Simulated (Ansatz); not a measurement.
What a trial cell of S relaxes into

Method: DFT PBE, scalar-relativistic, plane waves, PAW in Ansatz. Cutoff 420 eV, Γ-centred k mesh, Gaussian smearing, no spin polarisation in the final step.

S was placed on the sites of a reported Hg cell (P2_1/c, No. 14), at a guessed volume.

```xyz
6
Lattice="5.6428 0.0000 0.0000 0.0000 6.1333 0.0000 -2.5311 0.0000 5.5798" Properties=species:S:1:pos:R:3 pbc="T T T"
S     0.0000    0.0000    0.0000
S    -1.2655    3.0666    2.7899
S     1.7274    2.2080    1.4786
S     2.6498    5.2746    1.3112
S     1.3842    3.9253    4.1011
S     0.4619    0.8587    4.2685
```

Cell and atoms relax at zero pressure; the relaxation can't lower the symmetry of the start. After a coarse first stage the cell is made exact in the group found at 0.06 Å.

Energies count from the standard state of S at the same level.

(1) What does it relax into?

(2) What are its volume, energy, density and gap?

Answers

(1) It ends in C2/m (No. 12). Conventional cell: a = 6.859 Å, b = 5.266 Å, c = 5.581 Å, β = 123.3°. S on Wyckoff site a (1 atom of the primitive cell) has 2 S at 2.24 Å; around S on Wyckoff site i (2 atoms of the primitive cell) lie 1 S at 1.97 Å and 1 S at 2.24 Å.

```xyz
3
Lattice="3.4293 -2.6332 0.0000 3.4293 2.6332 0.0000 -3.0617 0.0000 4.6665" Properties=species:S:1:pos:R:3 pbc="T T T"
S     0.0000    0.0000    0.0000
S     5.0965    0.0000    1.3777
S    -1.2996    0.0000    3.2888
```

(2) The volume per atom is 28.1 Å³. The density is 1.9 g/cm³ and the energy over the standard structure is 0.43 eV/atom. The gap on the 8×8×8 mesh is 0 eV (a metal).

The final run used a 8×8×8 mesh on its 6-atom cell and 0.10 eV smearing. For metals, differences of a few meV/atom aren't resolved. No dispersion correction is applied, so the spacing between layers, chains or molecules is poorly fixed, and with it the volume and density. Symmetry constrained the relaxation, so the result can be a saddle point. The steps took about 6 core-minutes in all.